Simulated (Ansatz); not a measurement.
# BaTiO3 (P1) in Ansatz: single point with PBE

Aim: the single point of BaTiO3 with PBE.

All numbers are computed with Ansatz 0.2.0; they aren't measurements. Logs are shortened: lines on timing, memory, paths and dates and some standing lists are left out, and cuts for length are marked.

### 1 The crystal as given

The typed cell holds 10 atoms: a = 3.964 Å, b = 5.669 Å, c = 5.729 Å, α = 93.55°, β = 92.29°, γ = 91.36°.

### 2 Single point, PBE

input.yaml reads:

```yaml
crystal:
  lattice:
    - [-0.09159188, 0.02278148, -3.96239693]
    - [3.88088382, 4.13177996, 0.06849871]
    - [3.92317125, -4.17406739, 0.11385529]
  atoms:
    - { symbol: Ba, position: [0.9974869, 0.00014772, 0.00042717] }
    - { symbol: Ba, position: [0.99982027, 0.4987526, 0.50108677] }
    - { symbol: Ti, position: [0.5007474, 0.49905912, 0.99785408] }
    - { symbol: Ti, position: [0.50365646, 0.99876813, 0.49738197] }
    - { symbol: O, position: [0.99895966, 0.49877997, 0.99824097] }
    - { symbol: O, position: [0.00194463, 0.99975533, 0.50211677] }
    - { symbol: O, position: [0.49413247, 0.25152792, 0.25251016] }
    - { symbol: O, position: [0.49937016, 0.75231443, 0.7482599] }
    - { symbol: O, position: [0.50325957, 0.25086477, 0.74968771] }
    - { symbol: O, position: [0.50062248, 0.75003001, 0.25243449] }
hamiltonian:
  xc: pbe
  pseudopotentials: { kind: paw }
kpoints:
  mp_grid: { grid: [9, 7, 7] }
scf:
  occupations: { method: fermi_dirac, width: 0.05 }
output:
  forces: true
  stress: true
  eigenvalues: true
```

Potentials or basis: Ansatz PAW.

Launch:

```console
$ ansatz run input.yaml --threads 4 --pin off --max-ram 11264MiB --backend cpu --events-out ev --progress --plain --runs-dir out
```

The log of the run:

```text
Warning: RAYON_NUM_THREADS=4 ignored (pool sized by the plan → 4); use --threads N
Engine: ansatz 0.2.0, x86_64-unknown-linux-gnu
Pseudopotentials: kind: paw
Pseudopotential: Ba, paw, valence charge 10, recommended cutoff 420 eV (normal), Ba.paw.azcp
Pseudopotential: Ti, paw, valence charge 12, recommended cutoff 420 eV (normal), Ti.paw.azcp
Pseudopotential: O, paw, valence charge 6, recommended cutoff 420 eV (normal), O.paw.azcp
Functional definition: PBE
  parameter kappa = 0.804
  parameter beta = 0.06672455060314922
  exchange = pbe_x(kappa = kappa, mu = beta*pi^2/3)
  correlation = pbe_c(beta = beta)
Crystal: 10 atoms, lattice volume = 128.343 Å³
Basis set: ecut = 420 eV, 2511 PW (Γ), exchange–correlation on 54×80×80 points (8 copies of the dense FFT grid, shifted against one another)
Bands: 50, of which v1, the nominal top of the filled ones, is band 40 counted from 1 (39 counted from 0)
Symmetry: 1 space group operations
Space group: P1 (ITA 1), of the structure as read, at distance tolerance 5.0e-5 Å
k-points: 221 of 441 (time reversal used)
Non-local potential: Ba, projectors of the file, l = 0: 3, l = 1: 2, l = 2: 2, l = 3: 2
Non-local potential: Ti, projectors of the file, l = 0: 3, l = 1: 2, l = 2: 3, l = 3: 1
Non-local potential: O, projectors of the file, l = 0: 2, l = 1: 2, l = 2: 1
PAW form: soft (Blöchl's): semilocal exchange-correlation on the pseudo side does not see the compensation charge
PAW one-centre angular grid: Ba, 194 points (default); XC on 64 Gauss nodes
PAW one-centre angular grid: Ti, 590 points (default); XC on 64 Gauss nodes
PAW one-centre angular grid: O, 110 points (default); XC on 64 Gauss nodes
Initial density: superposition of atomic densities (neutral atoms: chi_scale 0, normalization atom), corrected by the library's trained network
Initial wavefunctions: pseudopotential atomic-orbital guess
Functional: x = pbe(κ = 0.804, μ = 0.2195149727645171), c = pbe(β = 0.06672455060314922)
SCF iter   1: F=—  HF=-20318.839561 eV  |F-HF|=—  |Δ(HF+E_count)|=         —  Δρ=1.41e-3  dr2=1.13e-3  ethr=1.77e-3  ⟨swp⟩=7.0  Hψ=47447  notcnv=0  defer=18
preconditioner: auto → Resta (q_TF=auto, 2.522 Å⁻¹)  ε∞=5.9  [insulator: Δε(μ)=1.604 eV  Ē_g=11.795 eV  σ=0.050 eV  W_gap=1.00  n_scr=34 (ndim 8)  ℏωp=26.2 eV  f_vac=0.000  D(μ)=0.00/eV (n_scr^D=0)  ε∞_Penn≈5.9]
SCF iter   2: F=—  HF=-20318.839198 eV  |F-HF|=—  |Δ(HF+E_count)|=   3.63e-4  Δρ=7.12e-4  dr2=2.20e-4  ethr=1.41e-6  ⟨swp⟩=2.0  Hψ=21528  notcnv=0  defer=82
SCF iter   3: F=—  HF=-20318.839514 eV  |F-HF|=—  |Δ(HF+E_count)|=   3.16e-4  Δρ=1.23e-4  dr2=2.42e-5  ethr=2.74e-7  ⟨swp⟩=3.0  Hψ=21310  notcnv=0  defer=43
automatic band count: iteration 3 solves 49 bands in place of 50: the levels show a gap, and the empty bands left out lie too high to hold charge; the band table lists the bands solved (type scf.n_extra_bands for more)
SCF iter   4: F=—  HF=-20318.838818 eV  |F-HF|=—  |Δ(HF+E_count)|=   6.96e-4  Δρ=5.43e-5  dr2=6.06e-6  ethr=3.03e-8  ⟨swp⟩=2.0  Hψ=18788  notcnv=0  defer=43
SCF iter   5: F=—  HF=-20318.838817 eV  |F-HF|=—  |Δ(HF+E_count)|=   1.05e-7  Δρ=2.32e-5  dr2=1.17e-6  ethr=7.58e-9  ⟨swp⟩=2.3  Hψ=14359  notcnv=0  defer=43
SCF iter   6: F=-20318.838817 eV  HF=-20318.838817 eV  |F-HF|=9.71e-10  |Δ(HF+E_count)|=   1.35e-7  Δρ=3.85e-6  dr2=1.44e-8  ethr=1.25e-10  ⟨swp⟩=8.4  Hψ=53370  notcnv=0
SCF 1 converged in 6 iterations: F = -20318.838817 eV  dr2 = 1.44e-8
SCF converged after 6 iterations
Free energy (F): -20318.838817 eV
Harris-Foulkes:  -20318.838817 eV  (|F-HF|=9.71e-10)
Internal energy: -20318.838817 eV  (E = F + TS)
E sigma→0 (E₀):  -20318.838817 eV
Fermi energy:    11.243764 eV
--- Per-component energies (eV) ---
  E_band       = -281.114167
  E_kinetic    = 1940.585224
  E_local      = -4198.245937  (includes V_loc(G=0)·N_el)
  E_nonlocal   = 407.057555
  E_hartree    = 1639.883448
  E_xc         = -983.149593
  E_vxc        = -1092.573789  (∫ρ·V_xc dr)
  E_paw        = -13489.008093  (= ΣΔE_a)
  E_vpaw       = -617.716712  (= ΣTr[D̂ρ^β])
  E_aug_tail   = 0.015014  (compensation charges beyond the density's cutoff)
  E_ewald      = -5635.976436
  E_smearing   = -0.000000  (= −TS)
  E_closure    = -0.000000  (closes the sum)
  Σ components = -20318.838817   (vs F -20318.838817, Δ=0.00e0)
--- Forces (eV/Å), atoms counted from 1 ---
  atom   1  Ba    -0.04903960     0.03203773    -0.07091638
  atom   2  Ba    -0.00522328     0.07135963    -0.02375105
  atom   3  Ti    -0.06380749    -0.00313393     0.00699973
  atom   4  Ti     0.07393468    -0.09398092     0.04272106
  atom   5  O      0.11372536     0.01214886    -0.01434978
  atom   6  O     -0.02472771     0.08660859     0.13789246
  atom   7  O     -0.12358427     0.06696754    -0.14825522
  atom   8  O      0.04490626    -0.25859339    -0.00603001
  atom   9  O      0.21485971    -0.04016511     0.07689074
  atom  10  O     -0.18104265     0.12674699    -0.00120008
  max |Σ_I F_I| component: 4.01e-6 eV/Å
--- Stress (GPa, compression-positive) ---
        7.910788       1.211582      -5.781414
        1.211582      -3.718357       1.296196
       -5.781415       1.296196       4.511054
  P = ⅓ Tr σ = 2.9012 GPa (29.012 kbar)
--- Band table (eV; the first three rows and the last of 221) ---
  k-point 0: bands = ["-46.2880", "-46.2030", "-22.5714", "-22.5182", "-22.5061", "-22.4735", "-22.4333", "-22.4203", "-14.3439", "-14.1400", "-6.6288", "-6.2705", "-5.9818", "-5.8606", "-5.7607", "-5.7075", "0.3402", "0.4425", "0.4548", "0.4810", "0.6087", "0.9027", "5.8961", "6.3583", "6.6947", "7.5556", "7.8676", "7.8946", "7.9950", "8.1680", "8.6167", "9.0787", "9.1496", "9.3451", "9.3894", "9.4127", "10.0524", "10.1509", "10.1660", "10.3661", "11.9914", "12.1331", "12.1854", "13.5481", "14.0308", "14.0562", "14.2649", "14.4705", "15.1908"]
  k-point 1: bands = ["-46.2880", "-46.2030", "-22.5694", "-22.5179", "-22.5056", "-22.4758", "-22.4338", "-22.4205", "-14.3327", "-14.1479", "-6.6255", "-6.3268", "-5.9813", "-5.8536", "-5.7454", "-5.7046", "0.3651", "0.4600", "0.4702", "0.5144", "0.6278", "0.8782", "5.9959", "6.4630", "6.7646", "7.5829", "7.7924", "7.9097", "7.9495", "8.0887", "8.6919", "8.9302", "9.0793", "9.2348", "9.3198", "9.3756", "9.8468", "10.0603", "10.1147", "10.2436", "12.1211", "12.2808", "12.3333", "13.4878", "13.9795", "14.1817", "14.1947", "14.6202", "15.1686"]
  k-point 2: bands = ["-46.2880", "-46.2030", "-22.5646", "-22.5171", "-22.5044", "-22.4818", "-22.4349", "-22.4209", "-14.3028", "-14.1706", "-6.6155", "-6.4363", "-5.9711", "-5.8637", "-5.7175", "-5.6946", "0.4002", "0.4696", "0.5339", "0.6125", "0.6861", "0.8120", "6.2594", "6.7648", "6.9806", "7.4646", "7.6556", "7.8060", "7.9493", "8.0301", "8.5291", "8.8521", "8.8824", "9.0161", "9.2384", "9.3357", "9.3666", "9.8694", "9.9890", "10.0084", "12.3877", "12.6113", "12.7266", "13.3130", "13.7596", "13.9481", "14.4909", "15.0933", "15.1017"]
  k-point 220: bands = ["-46.2871", "-46.2021", "-22.5767", "-22.5489", "-22.5112", "-22.4919", "-22.4662", "-22.4288", "-14.2018", "-14.0824", "-6.6564", "-5.8578", "-5.7786", "-5.7239", "-5.6341", "-5.5934", "-0.1682", "-0.0448", "0.0040", "0.5685", "0.6291", "0.7616", "6.0209", "6.2488", "6.4716", "6.7992", "7.3736", "7.4060", "7.5959", "7.6261", "7.8792", "7.9750", "8.2226", "8.8041", "9.2453", "9.3730", "9.5170", "9.9827", "10.1291", "10.2363", "12.6342", "13.8481", "13.9220", "14.2456", "14.3610", "14.4222", "14.4684", "16.7172", "17.1140"]
```

Run time: 22 s. Hardware: 4 threads of Intel Xeon Platinum 8488C (Sapphire Rapids), shared host; peak memory 1.2 GiB.

What came out:

| Item | Value |
| --- | --- |
| Free energy | -20318.8388 eV |
| Pressure | 2.9 GPa |
| Largest force | 0.263 eV/Å |
| Band gap on the k mesh | 1.61 eV |

Forces in eV/Å, atoms in the order of the input:
```
Ba  -0.049  0.032 -0.071
Ba  -0.005  0.071 -0.024
Ti  -0.064 -0.003  0.007
Ti   0.074 -0.094  0.043
O    0.114  0.012 -0.014
O   -0.025  0.087  0.138
O   -0.124  0.067 -0.148
O    0.045 -0.259 -0.006
O    0.215 -0.040  0.077
O   -0.181  0.127 -0.001
```

Caveat: odd divisions of the mesh miss points on the zone boundary, where band edges often lie, so the gap on the mesh can be too wide; the pressure holds a Pulay correction of +0.5 GPa for the finite cutoff; spin-orbit coupling is left out, which moves the levels of the heavy elements.
